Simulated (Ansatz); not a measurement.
The cell is built from the sc type as a first guess.

C: DFT, PBE, PAW with Ansatz's default frozen-core files, scalar-relativistic (Ansatz 0.2.0).

The relaxation starts from this cell:

```
CELL_PARAMETERS angstrom
2.23228 0.00000 0.00000
0.00000 2.23228 0.00000
0.00000 0.00000 2.23228
ATOMIC_POSITIONS crystal
C 0.00000 0.00000 0.00000
```

Output:

```
Engine: ansatz 0.2.0
Pseudopotentials: kind: paw
Pseudopotential: C, paw, valence charge 4, recommended cutoff 420 eV (normal)
Functional definition: PBE
  parameter kappa = 0.804
  parameter beta = 0.06672455060314922
  exchange = pbe_x(kappa = kappa, mu = beta*pi^2/3)
  correlation = pbe_c(beta = beta)
Crystal: 1 atoms, lattice volume = 11.124 Å³
Basis set: ecut = 420 eV, 203 PW (Γ), exchange–correlation on 30×30×30 points (8 copies of the dense FFT grid, shifted against one another)
Bands: 6, of which v1, the nominal top of the filled ones, is band 2 counted from 1 (1 counted from 0)
Symmetry: 48 space group operations
Space group: Pm-3m (ITA 221), of the structure as read, at distance tolerance 2.2e-5 Å
k-points: 120 of 3375
Non-local potential: C, projectors of the file, l = 0: 2, l = 1: 2, l = 2: 1
PAW form: soft (Blöchl's): semilocal exchange-correlation on the pseudo side does not see the compensation charge
PAW one-centre angular grid: C, 110 points (default); XC on 64 Gauss nodes
Initial density: superposition of atomic densities (neutral atoms: chi_scale 0, normalization atom), corrected by the library's trained network
Initial wavefunctions: pseudopotential atomic-orbital guess
Functional: x = pbe(κ = 0.804, μ = 0.2195149727645171), c = pbe(β = 0.06672455060314922)
SCF iter   1: F=—  HF=-246.576179 eV  |F-HF|=—  |Δ(HF+E_count)|=         —  Δρ=1.61e-3  dr2=1.36e-4  ethr=1.77e-3  ⟨swp⟩=5.9  Hψ=5658  notcnv=0
preconditioner: auto → none  [metal: Δε(μ)=0.043 eV  Ē_g=16.762 eV  σ=0.030 eV  W_gap=0.34  n_scr=0 (ndim 8)  ℏωp=22.3 eV  f_vac=0.000  D(μ)=0.78/eV (n_scr^D=6)]
SCF iter   2: F=—  HF=-246.576170 eV  |F-HF|=—  |Δ(HF+E_count)|=   8.92e-6  Δρ=8.35e-4  dr2=4.01e-5  ethr=3.39e-6  ⟨swp⟩=2.4  Hψ=1913  notcnv=0
SCF iter   3: F=—  HF=-246.576232 eV  |F-HF|=—  |Δ(HF+E_count)|=   6.13e-5  Δρ=2.35e-4  dr2=4.97e-6  ethr=1.00e-6  ⟨swp⟩=2.0  Hψ=1296  notcnv=0
SCF iter   4: F=—  HF=-246.576230 eV  |F-HF|=—  |Δ(HF+E_count)|=   1.52e-6  Δρ=1.25e-4  dr2=1.35e-6  ethr=1.24e-7  ⟨swp⟩=1.0  Hψ=699  notcnv=0
iter 5 did not close the SCF: its close was put off for the readings that it lacked (scf_convergence_deferred on its scf_iter line)
SCF iter   5: F=-246.576230 eV  HF=-246.576230 eV  |F-HF|=7.58e-10  |Δ(HF+E_count)|=   4.68e-7  Δρ=2.04e-6  dr2=2.20e-10  ethr=3.37e-8  ⟨swp⟩=2.0  Hψ=914  notcnv=0
SCF iter   6: F=-246.576230 eV  HF=-246.576230 eV  |F-HF|=1.91e-11  |Δ(HF+E_count)|=  7.86e-10  Δρ=3.75e-7  dr2=1.28e-11  ethr=5.49e-12  ⟨swp⟩=3.2  Hψ=2502  notcnv=0
SCF 1 converged in 6 iterations: F = -246.576230 eV  dr2 = 1.28e-11
  greatest PAW one-centre occupation: 0.715 electrons in one spin orbital (limit 2), on the C atom at site 0 (counted from 0), in its partial waves of l = 0
relax step   1: F+E_penalty+E_count = -246.57622967 eV  Δ(F+E_penalty+E_count) = +0.000e0 eV  max|allowed force component| = 0.000e0 eV/Å  Δτ_max = 0.0000 Å  P = -47.421 GPa  Ω = 11.124 Å³  (6 SCF iters, dr2 threshold 1.00e-7 eV, accepted)
Crystal: 1 atoms, lattice volume = 9.575 Å³
Basis set: ecut = 420 eV, 179 PW (Γ), exchange–correlation on 30×30×30 points (8 copies of the dense FFT grid, shifted against one another)
Initial density: handed on by an earlier stage of this run
Initial wavefunctions: those handed on with the density
iter 1 solved again at ethr=5.02e-5 eV; its pass at ethr=3.10e-3 eV (dr2=2.01e-3 eV) is discarded
SCF iter   1: F=—  HF=-247.069252 eV  |F-HF|=—  |Δ(HF+E_count)|=         —  Δρ=5.75e-3  dr2=2.04e-3  ethr=5.02e-5  ⟨swp⟩=1.0  Hψ=7409  notcnv=0
preconditioner: auto → none  [insulator: Δε(μ)=0.078 eV  Ē_g=18.234 eV  σ=0.030 eV  W_gap=0.56  n_scr=0 (ndim 8)  ℏωp=24.0 eV  f_vac=0.000  D(μ)=0.37/eV (n_scr^D=0)  ε∞_Penn≈2.7]
SCF iter   2: F=—  HF=-247.069982 eV  |F-HF|=—  |Δ(HF+E_count)|=   7.31e-4  Δρ=2.82e-3  dr2=4.27e-4  ethr=5.02e-5  ⟨swp⟩=2.1  Hψ=991  notcnv=0
SCF iter   3: F=—  HF=-247.070384 eV  |F-HF|=—  |Δ(HF+E_count)|=   4.01e-4  Δρ=3.03e-4  dr2=3.99e-6  ethr=1.07e-5  ⟨swp⟩=3.0  Hψ=1189  notcnv=0
SCF iter   4: F=—  HF=-247.070414 eV  |F-HF|=—  |Δ(HF+E_count)|=   3.07e-5  Δρ=9.71e-6  dr2=3.78e-9  ethr=2.50e-9  ⟨swp⟩=4.9  Hψ=2938  notcnv=0
SCF iter   5: F=-247.070414 eV  HF=-247.070414 eV  |F-HF|=2.62e-10  |Δ(HF+E_count)|=   1.83e-8  Δρ=1.49e-6  dr2=9.70e-11  ethr=9.46e-11  ⟨swp⟩=3.8  Hψ=2663  notcnv=0
SCF 2 converged in 5 iterations: F = -247.070414 eV  dr2 = 9.70e-11
  greatest PAW one-centre occupation: 0.693 electrons in one spin orbital (limit 2), on the C atom at site 0 (counted from 0), in its partial waves of l = 0
relax step   2: F+E_penalty+E_count = -247.07041424 eV  Δ(F+E_penalty+E_count) = -4.942e-1 eV  max|allowed force component| = 0.000e0 eV/Å  Δτ_max = 0.0000 Å  P = -53.859 GPa  Ω = 9.575 Å³  energy of the carried Pulay correction = +4.359e-3 eV  (5 SCF iters, dr2 threshold 1.00e-7 eV, accepted)
Crystal: 1 atoms, lattice volume = 8.177 Å³
Basis set: ecut = 420 eV, 171 PW (Γ), exchange–correlation on 30×30×30 points (8 copies of the dense FFT grid, shifted against one another)
iter 1 solved again at ethr=1.08e-4 eV; its pass at ethr=3.10e-3 eV (dr2=4.31e-3 eV) is discarded
SCF iter   1: F=—  HF=-247.554301 eV  |F-HF|=—  |Δ(HF+E_count)|=         —  Δρ=8.44e-3  dr2=4.38e-3  ethr=1.08e-4  ⟨swp⟩=1.0  Hψ=7486  notcnv=0
preconditioner: auto → none  [insulator: Δε(μ)=0.084 eV  Ē_g=20.032 eV  σ=0.030 eV  W_gap=0.51  n_scr=0 (ndim 8)  ℏωp=26.0 eV  f_vac=0.000  D(μ)=0.25/eV (n_scr^D=0)  ε∞_Penn≈2.7]
SCF iter   2: F=—  HF=-247.554382 eV  |F-HF|=—  |Δ(HF+E_count)|=   8.11e-5  Δρ=3.68e-3  dr2=7.57e-4  ethr=1.08e-4  ⟨swp⟩=2.1  Hψ=1201  notcnv=0
SCF iter   3: F=—  HF=-247.554706 eV  |F-HF|=—  |Δ(HF+E_count)|=   3.24e-4  Δρ=4.86e-4  dr2=8.32e-6  ethr=1.89e-5  ⟨swp⟩=3.0  Hψ=1274  notcnv=0
SCF iter   4: F=—  HF=-247.554725 eV  |F-HF|=—  |Δ(HF+E_count)|=   1.89e-5  Δρ=1.39e-5  dr2=5.80e-9  ethr=2.50e-9  ⟨swp⟩=5.0  Hψ=2938  notcnv=0
SCF iter   5: F=-247.554725 eV  HF=-247.554725 eV  |F-HF|=5.37e-10  |Δ(HF+E_count)|=   1.36e-8  Δρ=2.15e-6  dr2=1.31e-10  ethr=1.45e-10  ⟨swp⟩=3.9  Hψ=2708  notcnv=0
SCF 3 converged in 5 iterations: F = -247.554725 eV  dr2 = 1.31e-10
  greatest PAW one-centre occupation: 0.676 electrons in one spin orbital (limit 2), on the C atom at site 0 (counted from 0), in its partial waves of l = 0
relax step   3: F+E_penalty+E_count = -247.55472507 eV  Δ(F+E_penalty+E_count) = -4.843e-1 eV  max|allowed force component| = 0.000e0 eV/Å  Δτ_max = 0.0000 Å  P = -54.853 GPa  Ω = 8.177 Å³  energy of the carried Pulay correction = +8.897e-3 eV  (5 SCF iters, dr2 threshold 1.00e-7 eV, accepted)
Crystal: 1 atoms, lattice volume = 6.922 Å³
Basis set: ecut = 420 eV, 147 PW (Γ), exchange–correlation on 30×30×30 points (8 copies of the dense FFT grid, shifted against one another)
iter 1 solved again at ethr=2.09e-4 eV; its pass at ethr=3.10e-3 eV (dr2=8.35e-3 eV) is discarded
[...]
SCF iter   2: F=—  HF=-248.172727 eV  |F-HF|=—  |Δ(HF+E_count)|=   2.80e-3  Δρ=8.10e-3  dr2=2.64e-3  ethr=3.99e-4  ⟨swp⟩=2.0  Hψ=1158  notcnv=0
SCF iter   3: F=—  HF=-248.172707 eV  |F-HF|=—  |Δ(HF+E_count)|=   2.02e-5  Δρ=7.40e-4  dr2=1.30e-5  ethr=6.61e-5  ⟨swp⟩=3.0  Hψ=1433  notcnv=0
SCF iter   4: F=—  HF=-248.172720 eV  |F-HF|=—  |Δ(HF+E_count)|=   1.34e-5  Δρ=5.92e-5  dr2=1.24e-7  ethr=3.25e-7  ⟨swp⟩=1.9  Hψ=908  notcnv=0
SCF iter   5: F=-248.172720 eV  HF=-248.172720 eV  |F-HF|=4.88e-10  |Δ(HF+E_count)|=   2.85e-8  Δρ=3.92e-6  dr2=2.72e-10  ethr=2.50e-9  ⟨swp⟩=6.1  Hψ=2285  notcnv=0
SCF 5 converged in 5 iterations: F = -248.172720 eV  dr2 = 2.72e-10
  greatest PAW one-centre occupation: 0.659 electrons in one spin orbital (limit 2), on the C atom at site 0 (counted from 0), in its partial waves of l = 0
relax step   5: F+E_penalty+E_count = -248.17272010 eV  Δ(F+E_penalty+E_count) = -2.137e-1 eV  max|allowed force component| = 0.000e0 eV/Å  Δτ_max = 0.0000 Å  P = -9.930 GPa  Ω = 5.803 Å³  energy of the carried Pulay correction = +1.831e-2 eV  (5 SCF iters, dr2 threshold 1.00e-7 eV, accepted)
Crystal: 1 atoms, lattice volume = 5.613 Å³
Basis set: ecut = 420 eV, 93 PW (Γ), exchange–correlation on 30×30×30 points (8 copies of the dense FFT grid, shifted against one another)
iter 1 solved again at ethr=1.99e-5 eV; its pass at ethr=3.10e-3 eV (dr2=7.95e-4 eV) is discarded
SCF iter   1: F=—  HF=-248.179889 eV  |F-HF|=—  |Δ(HF+E_count)|=         —  Δρ=4.54e-3  dr2=7.96e-4  ethr=1.99e-5  ⟨swp⟩=1.0  Hψ=7153  notcnv=0
preconditioner: auto → none  [metal: Δε(μ)=0.018 eV  Ē_g=25.461 eV  σ=0.030 eV  W_gap=0.15  n_scr=0 (ndim 8)  ℏωp=31.3 eV  f_vac=0.000  D(μ)=0.52/eV (n_scr^D=6)]
SCF iter   2: F=—  HF=-248.179772 eV  |F-HF|=—  |Δ(HF+E_count)|=   1.16e-4  Δρ=1.85e-3  dr2=1.33e-4  ethr=1.99e-5  ⟨swp⟩=1.0  Hψ=720  notcnv=0
SCF iter   3: F=—  HF=-248.179774 eV  |F-HF|=—  |Δ(HF+E_count)|=   1.34e-6  Δρ=1.59e-4  dr2=5.74e-7  ethr=3.32e-6  ⟨swp⟩=2.0  Hψ=954  notcnv=0
SCF iter   4: F=—  HF=-248.179773 eV  |F-HF|=—  |Δ(HF+E_count)|=   1.23e-6  Δρ=1.28e-5  dr2=5.08e-9  ethr=2.50e-9  ⟨swp⟩=7.0  Hψ=2515  notcnv=0
SCF iter   5: F=-248.179773 eV  HF=-248.179773 eV  |F-HF|=2.52e-11  |Δ(HF+E_count)|=  9.24e-10  Δρ=7.53e-7  dr2=8.52e-12  ethr=1.27e-10  ⟨swp⟩=3.7  Hψ=2610  notcnv=0
SCF 6 converged in 5 iterations: F = -248.179773 eV  dr2 = 8.52e-12
  greatest PAW one-centre occupation: 0.658 electrons in one spin orbital (limit 2), on the C atom at site 0 (counted from 0), in its partial waves of l = 0
relax step   6: F+E_penalty+E_count = -248.17977259 eV  Δ(F+E_penalty+E_count) = -7.052e-3 eV  max|allowed force component| = 0.000e0 eV/Å  Δτ_max = 0.0000 Å  P = -0.386 GPa  Ω = 5.613 Å³  energy of the carried Pulay correction = +1.917e-2 eV  (5 SCF iters, accepted)
Crystal: 1 atoms, lattice volume = 5.606 Å³
iter 1 solved again at ethr=2.93e-8 eV; its pass at ethr=3.10e-3 eV (dr2=1.17e-6 eV) is discarded
SCF iter   1: F=—  HF=-248.179816 eV  |F-HF|=—  |Δ(HF+E_count)|=         —  Δρ=1.74e-4  dr2=1.17e-6  ethr=2.93e-8  ⟨swp⟩=1.0  Hψ=6592  notcnv=0
preconditioner: auto → none  [metal: Δε(μ)=0.028 eV  Ē_g=25.486 eV  σ=0.030 eV  W_gap=0.23  n_scr=0 (ndim 8)  ℏωp=31.4 eV  f_vac=0.000  D(μ)=0.51/eV (n_scr^D=6)]
SCF iter   2: F=—  HF=-248.179814 eV  |F-HF|=—  |Δ(HF+E_count)|=   1.75e-6  Δρ=7.13e-5  dr2=1.96e-7  ethr=2.92e-8  ⟨swp⟩=1.0  Hψ=720  notcnv=0
SCF iter   3: F=-248.179814 eV  HF=-248.179814 eV  |F-HF|=1.07e-9  |Δ(HF+E_count)|=   7.73e-9  Δρ=6.09e-6  dr2=8.34e-10  ethr=2.50e-9  ⟨swp⟩=6.6  Hψ=2372  notcnv=0
SCF 7 converged in 3 iterations: F = -248.179814 eV  dr2 = 8.34e-10
relax step   7: F+E_penalty+E_count = -248.17981391 eV  Δ(F+E_penalty+E_count) = -4.132e-5 eV  max|allowed force component| = 0.000e0 eV/Å  Δτ_max = 0.0000 Å  P = -0.011 GPa  Ω = 5.606 Å³  energy of the carried Pulay correction = +1.920e-2 eV  (3 SCF iters, dr2 threshold 1.00e-7 eV, accepted)
Basis set: ecut = 420 eV, 93 PW (Γ), exchange–correlation on 24×24×24 points (8 copies of the dense FFT grid, shifted against one another)
Initial wavefunctions: pseudopotential atomic-orbital guess (no wavefunctions were taken with the density)
iter 1 solved again at ethr=1.09e-7 eV; its pass at ethr=3.10e-3 eV (dr2=4.34e-6 eV) is discarded
SCF iter   1: F=—  HF=-248.176298 eV  |F-HF|=—  |Δ(HF+E_count)|=         —  Δρ=8.27e-4  dr2=4.30e-6  ethr=1.09e-7  ⟨swp⟩=2.1  Hψ=7560  notcnv=0
preconditioner: auto → none  [metal: Δε(μ)=0.026 eV  Ē_g=25.491 eV  σ=0.030 eV  W_gap=0.22  n_scr=0 (ndim 8)  ℏωp=31.4 eV  f_vac=0.000  D(μ)=0.51/eV (n_scr^D=6)]
SCF iter   2: F=—  HF=-248.176307 eV  |F-HF|=—  |Δ(HF+E_count)|=   8.84e-6  Δρ=4.16e-4  dr2=1.01e-6  ethr=1.08e-7  ⟨swp⟩=2.0  Hψ=935  notcnv=0
SCF iter   3: F=—  HF=-248.176312 eV  |F-HF|=—  |Δ(HF+E_count)|=   5.51e-6  Δρ=1.84e-5  dr2=2.98e-9  ethr=2.53e-8  ⟨swp⟩=2.0  Hψ=955  notcnv=0
SCF iter   4: F=-248.176312 eV  HF=-248.176312 eV  |F-HF|=1.76e-11  |Δ(HF+E_count)|=   9.87e-9  Δρ=8.47e-7  dr2=6.89e-12  ethr=1.00e-12  ⟨swp⟩=3.7  Hψ=2620  notcnv=0
SCF 8 converged in 4 iterations: F = -248.176312 eV  dr2 = 6.89e-12
  greatest PAW one-centre occupation: 0.657 electrons in one spin orbital (limit 2), on the C atom at site 0 (counted from 0), in its partial waves of l = 0
relax step   8: F+E_penalty+E_count = -248.17631225 eV  Δ(F+E_penalty+E_count) = +3.502e-3 eV  max|allowed force component| = 0.000e0 eV/Å  Δτ_max = 0.0000 Å  P = -0.423 GPa  Ω = 5.606 Å³  stress off target by 4.23e-1 GPa  SCF on the basis re-selected at this cell (its energy is not comparable with the rows above)  (4 SCF iters)
basis re-selected at this cell: Δ(F+E_penalty+E_count) = +3.502e-3 eV, ΔP = -0.412 GPa vs the last step (what re-selecting the basis moved, of the pressure what is left beyond the Pulay correction that the steps carried, after the strain that the cell walked since its last selection, with what the two solves' SCF thresholds leave and, on support functions, any second-order correction that the steps lacked; it is no measure of the basis error at this ecutwfc). The dense FFT grid was sized anew with the basis: this SCF ran on 12×12×12 points, the steps before it on 15×15×15, so part of this shift can come from that change (see relax.cell in the input reference). This SCF's stress stands 4.23e-1 GPa from its target on what of the cell is left free (relax.cell.stress_tol is 5.00e-2 GPa) and its largest allowed force component is 0.00e0 eV/Å (relax.f_tol is 5.00e-3 eV/Å): not within both, so this SCF does not close the relaxation
Crystal: 1 atoms, lattice volume = 5.598 Å³
iter 1 solved again at ethr=3.82e-8 eV; its pass at ethr=3.10e-3 eV (dr2=1.53e-6 eV) is discarded
SCF iter   1: F=—  HF=-248.176385 eV  |F-HF|=—  |Δ(HF+E_count)|=         —  Δρ=2.00e-4  dr2=1.52e-6  ethr=3.82e-8  ⟨swp⟩=1.0  Hψ=6465  notcnv=0
preconditioner: auto → none  [metal: Δε(μ)=0.032 eV  Ē_g=25.514 eV  σ=0.030 eV  W_gap=0.26  n_scr=0 (ndim 8)  ℏωp=31.4 eV  f_vac=0.000  D(μ)=0.51/eV (n_scr^D=6)]
SCF iter   2: F=—  HF=-248.176381 eV  |F-HF|=—  |Δ(HF+E_count)|=   4.06e-6  Δρ=8.10e-5  dr2=2.49e-7  ethr=3.80e-8  ⟨swp⟩=1.0  Hψ=720  notcnv=0
SCF iter   3: F=-248.176381 eV  HF=-248.176381 eV  |F-HF|=1.51e-9  |Δ(HF+E_count)|=   1.08e-8  Δρ=7.08e-6  dr2=1.15e-9  ethr=2.50e-9  ⟨swp⟩=6.5  Hψ=2342  notcnv=0
SCF 9 converged in 3 iterations: F = -248.176381 eV  dr2 = 1.15e-9
relax step   9: F+E_penalty+E_count = -248.17638062 eV  Δ(F+E_penalty+E_count) = -6.837e-5 eV  max|allowed force component| = 0.000e0 eV/Å  Δτ_max = 0.0000 Å  P = +0.011 GPa  Ω = 5.598 Å³  energy of the carried Pulay correction = +5.810e-5 eV  (3 SCF iters, dr2 threshold 1.00e-7 eV, accepted)
iter 1 solved again at ethr=3.16e-8 eV; its pass at ethr=3.10e-3 eV (dr2=1.27e-6 eV) is discarded
SCF iter   1: F=—  HF=-248.176326 eV  |F-HF|=—  |Δ(HF+E_count)|=         —  Δρ=1.46e-5  dr2=2.57e-9  ethr=3.16e-8  ⟨swp⟩=2.1  Hψ=7614  notcnv=0
preconditioner: auto → none  [metal: Δε(μ)=0.032 eV  Ē_g=25.515 eV  σ=0.030 eV  W_gap=0.26  n_scr=0 (ndim 8)  ℏωp=31.4 eV  f_vac=0.000  D(μ)=0.51/eV (n_scr^D=6)]
SCF iter   2: F=—  HF=-248.176322 eV  |F-HF|=—  |Δ(HF+E_count)|=   4.58e-6  Δρ=7.17e-6  dr2=6.77e-10  ethr=6.44e-11  ⟨swp⟩=2.0  Hψ=956  notcnv=0
SCF iter   3: F=—  HF=-248.176322 eV  |F-HF|=—  |Δ(HF+E_count)|=  6.86e-10  Δρ=7.46e-7  dr2=1.24e-11  ethr=1.69e-11  ⟨swp⟩=2.0  Hψ=940  notcnv=0
SCF iter   4: F=-248.176322 eV  HF=-248.176322 eV  |F-HF|=4.26e-13  |Δ(HF+E_count)|=  4.26e-13  Δρ=3.05e-7  dr2=1.87e-12  ethr=1.00e-12  ⟨swp⟩=4.0  Hψ=1796  notcnv=0
SCF 10 converged in 4 iterations: F = -248.176322 eV  dr2 = 1.87e-12
relax step  10: F+E_penalty+E_count = -248.17632165 eV  Δ(F+E_penalty+E_count) = +5.897e-5 eV  max|allowed force component| = 0.000e0 eV/Å  Δτ_max = 0.0000 Å  P = -0.001 GPa  Ω = 5.598 Å³  stress off target by 7.05e-4 GPa  SCF on the basis re-selected at this cell (its energy is not comparable with the rows above)  (4 SCF iters)
basis re-selected at this cell: Δ(F+E_penalty+E_count) = +5.897e-5 eV, ΔP = -0.011 GPa vs the last step (what re-selecting the basis moved, of the pressure what is left beyond the Pulay correction that the steps carried, after the strain that the cell walked since its last selection, with what the two solves' SCF thresholds leave and, on support functions, any second-order correction that the steps lacked; it is no measure of the basis error at this ecutwfc). This SCF's stress stands 7.05e-4 GPa from its target on what of the cell is left free (relax.cell.stress_tol is 5.00e-2 GPa) and its largest allowed force component is 0.00e0 eV/Å (relax.f_tol is 5.00e-3 eV/Å): within both
SCF converged after 4 iterations
Free energy (F): -248.176322 eV
Harris-Foulkes:  -248.176322 eV  (|F-HF|=4.26e-13)
Internal energy: -248.174905 eV  (E = F + TS)
E sigma→0 (E₀):  -248.175613 eV
Entropy (-TS):   -0.001417 eV (-1.417 meV/atom)
Fermi energy:    14.291897 eV
--- Per-component energies (eV) ---
  E_band       = 23.048342
  E_kinetic    = 87.016200
  E_local      = -37.734839  (includes V_loc(G=0)·N_el)
  E_nonlocal   = 26.885478
  E_hartree    = 5.870817
  E_xc         = -47.802400
  E_vxc        = -59.329032  (∫ρ·V_xc dr)
  E_paw        = -98.328506  (= ΣΔE_a)
  E_vpaw       = -5.531099  (= ΣTr[D̂ρ^β])
  E_aug_tail   = 0.000004  (compensation charges beyond the density's cutoff)
  E_ewald      = -184.081660
  E_smearing   = -0.001417  (= −TS)
  E_closure    = 0.000000  (closes the sum)
  Σ components = -248.176322   (vs F -248.176322, Δ=0.00e0)
--- Forces (eV/Å), atoms counted from 1 ---
  atom   1  C     -0.00000000     0.00000000     0.00000000
  max |Σ_I F_I| component: 2.31e-33 eV/Å
--- Stress (GPa, compression-positive) ---
       -0.000705      -0.000000       0.000000
       -0.000000      -0.000705       0.000000
        0.000000       0.000000      -0.000705
  P = ⅓ Tr σ = -0.0007 GPa (-0.007 kbar)
--- Band table (eV; the first three rows and the last of 120) ---
  k-point 0: bands = ["-7.6297", "23.7244", "23.7244", "23.7244", "39.8985", "39.8985"]
  k-point 1: bands = ["-7.4559", "22.4702", "23.8387", "23.8387", "40.0917", "41.2451"]
  k-point 2: bands = ["-6.9347", "19.5863", "24.1754", "24.1754", "40.6700", "44.0138"]
  k-point 119: bands = ["12.8586", "13.4479", "13.4479", "23.0359", "31.4304", "32.1831"]
--- Relaxed structure (8 steps of the walk, 8 accepted, 2 SCFs on fresh bases) ---
  F+E_penalty+E_count = -248.17632165 eV   max|allowed force component| = 0.000e0 eV/Å   (the final SCF, on the basis selected at the relaxed cell)
  cell:  # Å, volume = 5.5977 Å³
    - [1.7755632116586857, -2.82671910205136e-33, -5.757728062907675e-34]
    - [-2.5699284427997286e-33, 1.775563211658686, 1.2839532962581572e-34]
    - [-8.325634655423987e-34, 1.2839532962581572e-34, 1.775563211658686]
  atoms:
    - { symbol: C, position: [0.0, 0.0, 0.0] }
```
